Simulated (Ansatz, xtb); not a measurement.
## C4H9N: which of two isomers lies lower

We compare X, `[H]/N=C/C(C)C`, a singlet, with Y, `C1CCNC1`, a singlet. Both are isolated molecules in the gas phase, relaxed with PBE0-D3(BJ)/def2-SVP; the shapes shown needn't be the lowest conformers.

X (Å):

```xyz
14

C     1.2327    1.3868   -0.2332
C     0.6168    0.0794    0.2612
C     1.3534   -1.1361   -0.2984
C     0.6198    0.0406    1.7619
N    -0.4471   -0.0289    2.4422
H     2.2804    1.4836    0.0975
H     0.6771    2.2592    0.1423
H     1.2282    1.4280   -1.3333
H    -0.4421    0.0365   -0.0420
H     0.8842   -2.0758    0.0297
H     1.3506   -1.1204   -1.3992
H     2.4063   -1.1497    0.0298
H     1.6317    0.0782    2.2216
H    -0.2300   -0.0441    3.4434
```

Y (Å):

```xyz
14

C    -0.9166    0.5647   -0.3729
C    -0.0180   -0.2331   -1.3424
C     1.3438   -0.3000   -0.6170
C     0.0139    0.8859    0.8174
N     1.3784    0.8095    0.3218
H    -1.2757    1.4919   -0.8461
H    -1.8093    0.0023   -0.0603
H     0.0813    0.2923   -2.3051
H    -0.4173   -1.2336   -1.5672
H     1.4173   -1.2422   -0.0457
H     2.2082   -0.2709   -1.2968
H     1.5933    1.6661   -0.1873
H    -0.1130    0.1246    1.6073
H    -0.1846    1.8632    1.2818
```

Task: Which of the two would you expect CCSD(T)/def2-SVP + ΔMP2/def2-TZVPP electronic energies to favour?

Result: Too close to call at this level: CCSD(T)/def2-SVP + ΔMP2/def2-TZVPP gives E(Y) − E(X) = −0.041 eV.

Level by level:

| level | geometry | E(Y) − E(X) (eV) | departure from the last row (eV) | job, with rough time for the two |
| --- | --- | --- | --- | --- |
| GFN2-xTB | GFN2-xTB | −0.830 | −0.789 | optimisation, 0.093 s |
| HF/STO-3G | GFN2-xTB | −1.470 | −1.429 | single point, 0.24 s |
| r2SCAN-D4/def2-SVP | GFN2-xTB | −0.205 | −0.164 | single point, 2.5 s |
| PBE0-D3(BJ)/def2-SVP | PBE0-D3(BJ)/def2-SVP | −0.287 | −0.246 | optimisation, 15 s |
| HF/def2-SVP | PBE0-D3(BJ)/def2-SVP | −0.019 | +0.022 | part of the CCSD(T) run |
| MP2/def2-SVP | PBE0-D3(BJ)/def2-SVP | −0.046 | −0.006 | part of the CCSD(T) run |
| CCSD(T)/def2-SVP | PBE0-D3(BJ)/def2-SVP | +0.017 | +0.058 | single point |
| CCSD(T)/def2-SVP + ΔMP2/def2-TZVPP | PBE0-D3(BJ)/def2-SVP | −0.041 |  | single point, 25 s |

As drawn, Y has 2 C–N in place of 1 C=N. Structure X has no ring, Y a 5-membered ring.

The largest departure from CCSD(T)/def2-SVP + ΔMP2/def2-TZVPP is that of HF/STO-3G, 1.429 eV. The last row adds to CCSD(T) the change of the MP2 difference between the two basis sets, here −0.058 eV.

With thermal terms from frequencies at re-optimised GFN2-xTB minima (ideal gas, soft modes damped towards free rotors, one conformer each, 298.15 K, 1 atm): the zero-point term adds +0.118 eV; ΔH is +0.034 and ΔG +0.120 eV.

The correlated steps freeze 5 core orbitals. Codes used: Ansatz 0.2.0, xtb 6.7.1; the last row on 4 threads of Arm Neoverse V1 on a shared host.
